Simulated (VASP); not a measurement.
# V (Im-3m) in VASP: notebook

Aim: see how the results for V move with the level of theory and the settings. Levels: PBEsol, r2SCAN. Tasks: single point.

Program: VASP 6.6.1. These are calculated values, not measurements. Logs are shortened: lines on timing, memory, paths and dates and some standing lists are left out, and cuts for length are marked.

## (1) The crystal as given

The structure is cubic, space group Im-3m (No. 229). The conventional cell has a = 2.959 Å, b = 2.959 Å, c = 2.959 Å, α = 90.00°, β = 90.00°, γ = 90.00°. Around V (site symmetry m-3m) lie 8 V at 2.56 Å.

## (2) Single point, PBEsol

Input file INCAR:

```
ALGO = Normal
EDIFF = 1E-6
ENCUT = 700
GGA = PS
ISIF = 2
ISMEAR = 0
LASPH = True
LCHARG = True
LELF = True
LREAL = False
LVHAR = True
LWAVE = False
NBANDS = 12
NELM = 80
PREC = Accurate
SIGMA = 0.1
```

Input file KPOINTS:

```
k-points
0
Gamma
  20 20 20
```

Input file POSCAR:

```
V
1.0
   -1.4796800000      1.4796800000      1.4796800000
    1.4796800000     -1.4796800000      1.4796800000
    1.4796800000      1.4796800000     -1.4796800000
V
1
Direct
    1.0000000000      0.0000000000      1.0000000000
```

Potentials or basis: VASP PAW PBE potentials, release 64 (V_sv).

Run with:

```bash
$ cat potpaw_PBE.64/V_sv/POTCAR > POTCAR
$ mpirun -np 1 vasp_std > vasp.out
```

OUTCAR:

```text
EDIFF = 1E-6
   ENCUT = 700
   GGA = PS
   ISIF = 2
   ISMEAR = 0
   LASPH = True
   LREAL = False
   NELM = 80
   PREC = Accurate

 ion  position               nearest neighbor table
   1  0.000  0.000  0.000-

  LATTYP: Found a body centered cubic cell.
 ALAT       =     2.9593600000

  Lattice vectors:

 A1 = (  -1.4796800000,   1.4796800000,   1.4796800000)
 A2 = (   1.4796800000,  -1.4796800000,   1.4796800000)
 A3 = (   1.4796800000,   1.4796800000,  -1.4796800000)

Analysis of symmetry for initial positions (statically):
=====================================================================
 Subroutine PRICEL returns:
 Original cell was already a primitive cell.

 Routine SETGRP: Setting up the symmetry group for a
 body centered cubic supercell.

 Subroutine GETGRP returns: Found 48 space group operations
 (whereof 48 operations were pure point group operations)
 out of a pool of 48 trial point group operations.

The static configuration has the point symmetry O_h .

Analysis of symmetry for dynamics (positions and initial velocities):
=====================================================================
 Subroutine PRICEL returns:
 Original cell was already a primitive cell.

 Routine SETGRP: Setting up the symmetry group for a
 body centered cubic supercell.

 Subroutine GETGRP returns: Found 48 space group operations
 (whereof 48 operations were pure point group operations)
 out of a pool of 48 trial point group operations.

The dynamic configuration has the point symmetry O_h .

 Subroutine INISYM returns: Found 48 space group operations
 (whereof 48 operations are pure point group operations),
 and found     1 'primitive' translations

----------------------------------------------------------------------------------------

                                     Primitive cell

  volume of cell :      12.9588

  direct lattice vectors                    reciprocal lattice vectors
    -1.479680000  1.479680000  1.479680000     0.000000000  0.337910900  0.337910900
     1.479680000 -1.479680000  1.479680000     0.337910900  0.000000000  0.337910900
     1.479680000  1.479680000 -1.479680000     0.337910900  0.337910900  0.000000000

  length of vectors
     2.562880939  2.562880939  2.562880939     0.477878177  0.477878177  0.477878177

  position of ions in fractional coordinates (direct lattice)
     0.000000000  0.000000000  0.000000000

[... 83 lines left out ...]
   POTIM  = 0.5000    time-step for ionic-motion
   TEBEG  =    0.0;   TEEND  =   0.0 temperature during run
   PSTRESS=    0.0 pullay stress
   NELECT =      13.0000    total number of electrons
   NUPDOWN=      -1.0000    fix difference up-down
   EMIN   =  10.00;   EMAX   =-10.00  energy-range for DOS
   EFERMI =   0.00;   METHOD = LEGACY
   ISMEAR =     0;   SIGMA  =   0.10  broadening in eV -4-tet -1-fermi 0-gaus
   EFERMI_NEDOS =   21; number of points for ismear=-14 and -15
   IALGO  =     38    algorithm
   IMIX   =      4    mixing-type and parameters
     AMIX     =   0.40;   BMIX     =  1.00
     AMIX_MAG =   1.60;   BMIX_MAG =  1.00
  volume/ion in A,a.u.               =      12.96        87.45
  Fermi-wavevector in a.u.,A,eV,Ry     =   1.638833  3.096946 36.542187  2.685775
  Thomas-Fermi vector in A             =   2.729740
   LORBIT       =      0    0 simple, 1 ext, 2 COOP (PROOUT), +10 PAW based schemes
   GGA     = PS    functional components
   LHFCALC =     F    Hartree Fock is set to
   AEXX    =    0.0000 exact exchange contribution
   IVDW    =     0    specifies the selected vdW correction
   LEPSILON=     F    determine dielectric tensor
   LRPA    =     F    only Hartree local field effects (RPA)
 non-spin polarized calculation
 Gauss-broadening in eV      SIGMA  =   0.10
  energy-cutoff  :      700.00
  volume of cell :       12.96
 maximum number of plane-waves:       563
 NGX is ok and might be reduce to    24
   NGX = 11   NGY = 11   NGZ = 11

 number of electron      12.9999997 magnetization

 Free energy of the ion-electron system (eV)
  ---------------------------------------------------
  ext. energy  EPLUGINS =         0.00000000
  ---------------------------------------------------
  free energy    TOTEN  =        -9.63971292 eV

  energy without entropy =       -9.63127620  energy(sigma->0) =       -9.63549456

 E-fermi :  10.0443     XC(G=0): -13.2720

 val. band max:       10.0417393516   @ k =   0.3000   0.0000   0.0000
 cond. band min:      10.0562127748   @ k =  -0.3500   0.4500   0.1500
 fundamental gap:      0.0144734232
 Fermi energy:        10.0443364719

 k-point     1 :       0.0000    0.0000    0.0000
  band No.  band energies     occupation
      1     -53.3854      2.00000
      2     -26.7198      2.00000
      3     -26.7198      2.00000
      4     -26.7198      2.00000
      5       3.3713      2.00000
      6      10.4664      0.00000
      7      10.4664      0.00000
      8      10.4664      0.00000
      9      12.5710      0.00000
     10      12.5710      0.00000
     11      30.8398      0.00000
     12      30.8398      0.00000
[... 331 lines left out ...]
 k-point    24 :       0.2500    0.1000    0.0000
  band No.  band energies     occupation
      1     -53.2233      2.00000
      2     -27.4139      2.00000
      3     -26.9415      2.00000
      4     -26.7598      2.00000
      5       6.4327      2.00000
      6       9.3413      2.00000
      7       9.7621      1.99993
      8      12.1798      0.00000
      9      12.8828      0.00000
     10      13.1791      0.00000
     11      25.1648      0.00000
     12      27.5520      0.00000

 [... further k-points ...]

------------------------ aborting loop because EDIFF is reached ----------------------------------------

  FORCE on cell =-STRESS in cart. coord.  units (eV):
  Direction    XX          YY          ZZ          XY          YZ          ZX
  --------------------------------------------------------------------------------------
  -------------------------------------------------------------------------------------
  Total       -0.0008364     -0.0008364     -0.0008364     -0.0000000     -0.0000000      0.0000000
  in kB       -0.1034120     -0.1034120     -0.1034120     -0.0000000     -0.0000000      0.0000000
  external PRESSURE =      -0.1034120 kB  Pullay stress =       0.0000000 kB

 VOLUME and BASIS-vectors are now :
 -----------------------------------------------------------------------------
  energy-cutoff  :      700.00
  volume of cell :       12.96
      direct lattice vectors                 reciprocal lattice vectors
    -1.479680000  1.479680000  1.479680000     0.000000000  0.337910900  0.337910900
     1.479680000 -1.479680000  1.479680000     0.337910900  0.000000000  0.337910900
     1.479680000  1.479680000 -1.479680000     0.337910900  0.337910900  0.000000000

 POSITION                                       TOTAL-FORCE (eV/Angst)
 -----------------------------------------------------------------------------------
      0.00000      0.00000      0.00000        -0.000000      0.000000     -0.000000
 -----------------------------------------------------------------------------------
    total drift:                                0.000000      0.000000      0.000000

  FREE ENERGIE OF THE ION-ELECTRON SYSTEM (eV)
  ---------------------------------------------------
  free  energy   TOTEN  =        -9.6397129198 eV

  energy  without entropy=       -9.6312761952  energy(sigma->0) =       -9.63549456
```

stdout:

```text
POSCAR found type information on POSCAR V
 POSCAR found :  1 types and       1 ions
 scaLAPACK will be used
 -----------------------------------------------------------------------------
|                                                                             |
|                                                                             |
|     You enforced a specific xc type in the INCAR file but a different       |
|     I HOPE YOU KNOW WHAT YOU ARE DOING!                                     |
|                                                                             |
 -----------------------------------------------------------------------------

 LDA part: xc-table for (Slater+PW92), standard interpolation
 POSCAR, INCAR and KPOINTS ok, starting setup
 FFT: planning ... GRIDC
 FFT: planning ... GRID_SOFT
 FFT: planning ... GRID
 WAVECAR not read
 entering main loop
```

Run time: 20 s. Hardware: 1 thread of Intel Xeon Platinum 8488C (Sapphire Rapids), shared host; peak memory 0.18 GiB.

What came out:

```yaml
Free_energy: -9.6397 eV
Pressure: 0.0 GPa
Band_gap_on_the_k_mesh: none (metal or under the smearing width)
```

Caveat: the PAW data sets were made with another functional, which shifts forces and pressure a little.

## (3) Single point, PBEsol

INCAR: that of step 2 with these lines changed.

```diff
@@ -2,3 +2,3 @@
 EDIFF = 1E-6
-ENCUT = 700
+ENCUT = 520
 GGA = PS
```

Input file KPOINTS:

```
k-points
0
Gamma
  30 30 30
```

POSCAR is that of step 2.

Potentials or basis: VASP PAW PBE potentials, release 64 (V_sv).

Run with:

```bash
$ cat potpaw_PBE.64/V_sv/POTCAR > POTCAR
$ mpirun -np 1 vasp_std > vasp.out
```

Run time: 47 s. Hardware: 1 thread of Intel Xeon Platinum 8488C (Sapphire Rapids), shared host; peak memory 0.22 GiB.

The run converged. Its results:

```
Free energy            : -9.6389 eV
Pressure               : 0.0 GPa
Band gap on the k mesh : none (metal or under the smearing width)
```

Levels at points of the mesh, in eV from the Fermi level:
```tsv
k point	band 4	band 5	band 6	band 7	band 8	band 9	band 10	band 11
(0.00, 0.00, 0.00)	-36.76	-6.68	0.42	0.42	0.42	2.52	2.52	20.79
(0.50, 0.00, 0.00)	-36.77	-3.32	-1.21	1.79	2.54	2.91	4.36	10.67
(0.50, 0.50, 0.50)	-37.46	-3.19	-3.19	3.94	3.94	3.94	10.55	10.55
```

Caveat: the PAW data sets were made with another functional, which shifts forces and pressure a little.

## (4) Single point, PBEsol

INCAR: that of step 3 with these lines changed.

```diff
@@ -15,2 +15,2 @@
 PREC = Accurate
-SIGMA = 0.1
+SIGMA = 0.5
```

Input file KPOINTS:

```
k-points
0
Gamma
  20 20 20
```

POSCAR is that of step 3.

Run with:

```bash
$ cat potpaw_PBE.64/V_sv/POTCAR > POTCAR
$ mpirun -np 1 vasp_std > vasp.out
```

Wall time 18 s (1 thread of Intel Xeon Platinum 8488C (Sapphire Rapids), shared host); peak memory 0.15 GiB.

It converged, with:

```
Free energy            : -9.7350 eV
Pressure               : 1.3 GPa
Band gap on the k mesh : none (metal or under the smearing width)
```

Levels at points of the mesh, in eV from the Fermi level:
```csv
k point,band 4,band 5,band 6,band 7,band 8,band 9,band 10,band 11
"(0.00, 0.00, 0.00)",-36.82,-6.75,0.36,0.36,0.36,2.47,2.47,20.72
"(0.50, 0.00, 0.00)",-36.83,-3.39,-1.27,1.72,2.48,2.86,4.30,10.61
"(0.50, 0.50, 0.50)",-37.52,-3.25,-3.25,3.88,3.88,3.88,10.48,10.48
```

Caveat: the PAW data sets were made with another functional, which shifts forces and pressure a little.

(Continued in part 2 of 2.)
